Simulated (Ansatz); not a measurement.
## Cu: pressure and energy change per atom against volume scale

Results calculated with Ansatz 0.2.0, not measured. Plane-wave DFT, scalar-relativistic PAW made under PBE with cores redone for the functional, no dispersion; the given relaxed cell is scaled uniformly, energy at zero smearing counts from the unscaled cell, pressure at the given Fermi-Dirac smearing is positive in compression.

The cell before it is scaled or strained (space group Fd-3m, No. 227):
```
Cu
1.0
      0.0000     2.7225     2.7225
      2.7225     0.0000     2.7225
      2.7225     2.7225     0.0000
Cu
2
Direct
  0.12500 0.12500 0.12500
  0.87500 0.87500 0.87500
```

Settings of every row: spin polarised no; functional RPBE; wave cutoff 420 eV; smearing width 0.1 eV; k mesh 11x11x11.

Atom starting moment: 0 on all atoms.

Limits: the cell comes from a prototype or a list of computed structures and needn't be the stable phase.

```csv
row,volume scale,V (Å³/atom),pressure (GPa),energy change per atom (meV)
1,0.88,17.758,7.97,52.5
2,0.92,18.565,?,?
3,0.96,19.372,2.03,4.8
4,1.04,20.986,-1.59,4.24
5,1.08,21.794,-2.83,15.55
6,1.12,22.601,-3.8,32.35
```

Question: what pressure and energy change per atom should row 2 give?

Worked fit of pressure. Take u = (V_r/V)^(2/3) − 1 with V_r = 20.986 Å³ an atom, which is twice the finite (Eulerian) strain; such expansions in the strain, on which the Birch-Murnaghan equation of state is built, carry the rest volume and the bulk modulus. The shown rows have u = 0.11778, 0.0548, 0, -0.02487, -0.04822. Least squares give pressure = −1.621 + 55.242 × u + 221.43 × u² GPa; a straight line predicts inner rows, each left out in turn, worse (root mean square 0.75 against 0.069 GPa). The rows lie off it by 0.01, -0.04, 0.03, 0.03, -0.03. The pressure vanishes at u = 0.0265, or V = 20.18 Å³ an atom, and there the bulk modulus at fixed shape and fractions is B = −V dP/dV = (2/3)(1 + u) dP/du = 45.8 GPa. The withheld row has u = 0.08515, so the fit gives −1.621 + 55.242 × (0.08515) + 221.43 × (0.08515)² = 4.69 GPa.

The calculation gave 4.64 GPa. The fit lies 0.05 GPa (1.1 % of the value, 0.42 % of the column's range) above it; its largest miss of a shown row is 0.04 GPa.

Worked fit of energy change per atom. Take u = (V_r/V)^(2/3) − 1 with V_r = 20.986 Å³ an atom, which is twice the finite (Eulerian) strain; such expansions in the strain, on which the Birch-Murnaghan equation of state is built, carry the rest volume and the bulk modulus. The shown rows have u = 0.11778, 0.0548, 0, -0.02487, -0.04822. Least squares give energy change per atom = 3.817 − 306.002 × u + 6095.28 × u² meV; a straight line predicts inner rows, each left out in turn, worse (root mean square 20 against 0.92 meV). The rows lie off it by 0.17, -0.55, 0.42, 0.35, -0.39 (root mean square 0.4 meV). The withheld row has u = 0.08515, so the fit gives 3.817 − 306.002 × (0.08515) + 6095.28 × (0.08515)² = 21.95 meV.

The calculation gave 21.22 meV. The fit lies 0.73 meV (3.4 % of the value, 1.5 % of the column's range) above it; its largest miss of a shown row is 0.55 meV.
